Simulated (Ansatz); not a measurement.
Runs of Ansatz 0.2.0 on In. It takes space group I4/mmm (No. 139, tetragonal). Conventional cell: a = 3.251 Å, b = 3.251 Å, c = 4.947 Å, α = 90.00°, β = 90.00°, γ = 90.00°. In (site symmetry 4/mmm) has 12 In at 3.25 to 3.38 Å as nearest neighbours. 

| task | level | spin | cell | k mesh | cutoff (eV) | smearing | points for each segment of the path | gap on the mesh (eV) | pressure (GPa) | relaxed volume (Å³/atom) |
| --- | --- | --- | --- | --- | --- | --- | --- | --- | --- | --- |
| single point | PBE | off | as given | 11 × 11 × 11 | 420 | gaussian 0.02 eV | - | none | 2.0 | - |
| single point | PBE | off | as given | 11 × 11 × 11 | 420 | gaussian 0.019 eV | - | none | 2.0 | - |
| band structure | r2SCAN | SOC, no magnetisation | as given | 8 × 8 × 8 | 500 | fermi-dirac 0.05 eV | 14 | none | 0.0 | - |
| single point | PBE | off | as given | 11 × 11 × 11 | 420 | gaussian 0.012 eV | - | none | 2.0 | - |
| band structure | BLYP | off | as given | 11 × 11 × 11 | 420 | fermi-dirac 0.05 eV | 14 | none | 6.2 | - |
| single point | PBE | off | as given | 11 × 11 × 11 | 420 | gaussian 0.018 eV | - | none | 2.0 | - |
| relaxation of cell and atoms | BLYP | off | relaxed | 11 × 11 × 11 | 420 | fermi-dirac 0.05 eV | - | none | 0.0 | (a) |
| relaxation of cell and atoms | PBE+D3(BJ) | off | relaxed | 11 × 11 × 11 | 420 | fermi-dirac 0.05 eV | - | none | 0.0 | (b) |
| relaxation of cell and atoms | PBEsol+D3(BJ) | off | relaxed | 11 × 11 × 11 | 420 | fermi-dirac 0.05 eV | - | none | 0.0 | 24.27 |
| relaxation of cell and atoms | PBE+D4 | off | relaxed | 11 × 11 × 11 | 420 | fermi-dirac 0.05 eV | - | none | 0.0 | 26.05 |
| single point | PBE | off | as given | 11 × 11 × 11 | 420 | gaussian 0.013 eV | - | none | 2.0 | - |
| single point | PBE | off | as given | 11 × 11 × 11 | 420 | gaussian 0.024 eV | - | none | 2.0 | - |

Alike in all rows: potentials or basis Ansatz PAW.

Q: Fill in the values left out.

A: (a) 31.17; (b) 26.04.

Caveats: the PAW data sets come from PBE, with cores solved anew for the run's functional, which leaves a small shift of forces and pressure (some runs); the plane-wave basis is chosen anew once the cell has moved, so the energies of steps on either side of that aren't comparable (some runs); pairwise dispersion overbinds metals, which lowers pressure and volume (some runs); spin-orbit coupling is left out, which moves the levels of the heavy elements (some runs); the volume moved by over 15 % at a fixed basis, so the end points are rough (some runs); the volume moved by +19 % from the deposited cell, more than functionals usually miss (some runs).

A k mesh can miss the band edges, and rows without SOC leave out spin-orbit coupling on In.

A gap of «none» marks a metal or a gap under the smearing width.
